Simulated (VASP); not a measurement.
A run of VASP 6.6.1 is set up as follows.

The input INCAR:

```
PREC = Accurate
ENCUT = 520
EDIFF = 1E-7
ISMEAR = 0
SIGMA = 0.02
LREAL = False
LASPH = True
NELM = 80
ALGO = Normal
ISIF = 3
LWAVE = False
LCHARG = False
GGA = PE
IVDW = 12
IBRION = 2
NSW = 80
EDIFFG = -0.002
```

The input KPOINTS:

```
Automatic mesh
0
Gamma
  6 6 2
```

Contents of POSCAR:

```
C
1.0
    2.4672912600      0.0000000000      0.0000000000
   -1.2336456300      2.1367369100      0.0000000000
    0.0000000000      0.0000000000      7.8030730000
C
4
Direct
    0.0000000000      0.0000000000      0.2500000000
    0.0000000000      0.0000000000      0.7500000000
    0.3333333300      0.6666666700      0.2500000000
    0.6666666700      0.3333333300      0.7500000000
```

Potentials or basis: VASP PAW PBE potentials, release 64 (C).

Launch:

```sh
$ cat potpaw_PBE.64/C/POTCAR > POTCAR
$ mpirun -np 1 vasp_std > vasp.out
```

Question: Predict the relaxed volume.

Answer: 8.72 Å³/atom.

Question: Estimate the dispersion energy per atom.

Answer: -0.159 eV.

Final structure:
```
C
1.0
     2.46691    0.00000    0.00000
    -1.23345    2.13640    0.00000
     0.00000    0.00000    6.62070
C
4
Direct
  0.00000 0.00000 0.25000
  0.00000 0.00000 0.75000
  0.33333 0.66667 0.25000
  0.66667 0.33333 0.75000
```

Caveat: the k mesh is coarse (spacing up to 0.49 Å⁻¹), so the values aren't converged; the volume moved by over 15 % at a fixed basis, so the end points are rough.
